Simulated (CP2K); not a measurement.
The system is Si2W.

```
CELL_PARAMETERS angstrom
4.52671 0.00000 0.00000
2.24503 3.93077 0.00000
-3.38587 -1.96538 2.27250
ATOMIC_POSITIONS crystal
W 0.00000 0.00000 0.00000
Si 0.66530 0.66530 0.00000
Si 0.33470 0.33470 0.00000
```

Base run:

* Program: CP2K 2026.2
* Functional: PBE
* Dispersion: rVV10
* Potentials or basis: POTENTIAL_UZH W GTH-PBE-q14, Si GTH-PBE-q4; TZVP-MOLOPT-PBE-GTH basis
* Density cutoff: 6123 eV
* k mesh: 12 × 12 × 12
* Occupations: fermi-dirac, width 0.05 eV
* Spin: no spin polarisation

Its results: band gap on the k mesh none (metal or under the smearing width); pressure 2.0 GPa; largest force 0.069 eV/Å.

Question: After a change of settings the same cell gave: band gap on the k mesh none (metal or under the smearing width); pressure -3.7 GPa; largest force 0.057 eV/Å. Which change was it?
A. dispersion from rVV10 to D3(BJ)
B. dispersion from rVV10 to D3
C. dispersion from rVV10 to D4
D. dispersion from rVV10 to none; density cutoff from 6123 eV to 9184 eV; cutoff of the grids from 450 Ry to 675 Ry

Answer: C.

Caveats: the basis of atomic orbitals isn't converged, which shifts pressures, moduli and gaps; pairwise dispersion overbinds metals, which lowers pressure and volume.

Not every run made on this cell is shown here.
